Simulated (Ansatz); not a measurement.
## Response of Zr to small distortions

```
CELL_PARAMETERS angstrom
0.00000 2.25500 2.25500
2.25500 0.00000 2.25500
2.25500 2.25500 0.00000
ATOMIC_POSITIONS crystal
Zr 0.00000 0.00000 0.00000
```

The cell is COD entry 1534901, as deposited and not checked against the literature; nothing was relaxed.

The calculation used DFT, PBE, all-electron LAPW, scalar-relativistic in Ansatz 0.2.0.

Sampling and basis: a Γ-centred 13×13×13 k mesh, Fermi–Dirac smearing of 0.05 eV, basis error target 0.5 meV/atom, no spin polarisation.

The unchanged cell is at 1.19 GPa.

In a metal, stresses and small energies carry noise from the k mesh.

x, y and z are the Cartesian axes of the cell as listed; fractional coordinates follow a strain, and an engineering shear is twice the off-diagonal strain component.

Problem. With this change (z strained by -3 % at fixed volume), what becomes of the energy and stress?

Solution. Energy change +2 meV/atom; stress change (xx, yy, zz, yz, xz, xy) -0.44, -0.44, 0.59, 0.00, 0.00, 0.00 GPa, compression positive.

Problem. With this change (z strained by -1.5 % at fixed volume), what becomes of the energy and stress?

Solution. Energy change under 1 meV/atom; stress change (xx, yy, zz, yz, xz, xy) -0.20, -0.20, 0.31, 0.00, 0.00, 0.00 GPa, compression positive.
